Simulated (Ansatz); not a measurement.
# BN: the cost of one run

Computed with Ansatz 0.2.0 (DFT PBE, scalar-relativistic, plane waves, PAW, unless a step's input says otherwise).

## (1) The structure to begin with

It takes space group Cmmm (No. 65, orthorhombic). Conventional cell: a = 3.270 Å, b = 3.456 Å, c = 3.365 Å, α = 90.00°, β = 90.00°, γ = 90.00°. Around B (site symmetry mmm) lie 8 N at 2.35 to 2.41 Å and 4 B at 2.38 Å. N (site symmetry mmm) is surrounded by 8 B at 2.35 to 2.41 Å and 4 N at 2.38 Å.

As a file:

```
B N
1.0
     1.63497   -1.72788    0.00000
     1.63497    1.72788    0.00000
     0.00000    0.00000    3.36487
B N
1 1
Direct
  0.00000 0.00000 0.00000
  0.50000 0.50000 0.50000
```

A structure generator made this guess: random cell by space group and Wyckoff sites (Cmmm, No. 65). The dimensions are guesses.

## (2) Probe: one point on a coarse mesh

input.yaml reads:

```yaml
crystal:
  lattice:
    - [1.63496664, -1.72787741, 0.0]
    - [1.63496664, 1.72787741, 0.0]
    - [0.0, 0.0, 3.36487031]
  atoms:
    - { symbol: B, position: [0.0, 0.0, 0.0] }
    - { symbol: "N", position: [0.5, 0.5, 0.5] }
basis:
  ecutwfc: 420
kpoints:
  mp_grid: { grid: [8, 8, 6] }
hamiltonian:
  xc: pbe
scf:
  occupations: { method: gaussian, width: 0.1 }
  lower_state_search: "off"
output:
  forces: true
  stress: true
  eigenvalues: true
```

Launch:

```sh
ansatz run input.yaml --threads 1 --pin off --max-ram 2560MiB --backend cpu --events-out ev --progress --plain --runs-dir out
```

What time and memory should one allow on 1 thread of Intel Xeon Platinum 8375C at 2.90GHz (Ice Lake), shared host?

About 1.1 s, with a peak of 0.33 GiB.
